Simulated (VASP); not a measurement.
AlP: single point with PBE

**Measured values to compare with.**

From a printed reference work, data compilation, for a bulk crystal of AlP at 4.2 K: band gap 2.505 eV (indirect).

Crystal: AlP.

```xyz
2
Lattice="0.0000 2.7877 2.7877 2.7877 0.0000 2.7877 2.7877 2.7877 0.0000" Properties=species:S:1:pos:R:3 pbc="T T T"
Al    0.0000    0.0000    0.0000
P     1.3938    1.3938    1.3938
```

```
Program                : VASP 6.6.1
Task                   : single point
Functional             : PBE
Potentials or basis    : VASP PAW PBE potentials, release 64 (Al, P)
Cutoff                 : 500 eV
k mesh                 : 6 × 6 × 6
Occupations            : gaussian, width 0.01 eV
Spin                   : no spin polarisation
Dipole correction      : no
Further INCAR settings : ALGO = Normal; EDIFF = 1e-06; NBANDS = 11
```

| Quantity | Value |
| --- | --- |
| Pressure | -2.9 GPa |
| Band gap on the k mesh | 1.69 eV, indirect (least direct gap 2.78 eV) |

Levels at points of the mesh, in eV from the valence-band top:
```
           k point  band 1  band 2  band 3  band 4  band 5  band 6  band 7  band 8  band 9
(0.00, 0.00, 0.00)  -11.16    0.00    0.00    0.00    2.78    4.47    4.47    4.47    8.76
(0.50, 0.00, 0.00)   -9.63   -5.26   -0.73   -0.73    2.58    4.79    4.79    8.09   11.32
(0.50, 0.50, 0.00)   -9.03   -5.10   -1.98   -1.98    1.69    2.48   10.53   10.53   11.38
```

Wall time 7.9 s on 1 thread of Intel(R) Xeon(R) Platinum 8375C CPU @ 2.90GHz (Ice Lake), with other jobs on the host, peak memory 0.15 GiB.

Measured gap of AlP: 2.505 eV (indirect; 4.2 K; a printed reference work, data compilation). This calculation gives 1.69 eV (-0.81 eV). The value is that of PBE on a finite k mesh, which can miss the band edges, without temperature or zero-point motion. Semilocal functionals fall short of measured gaps as a rule.
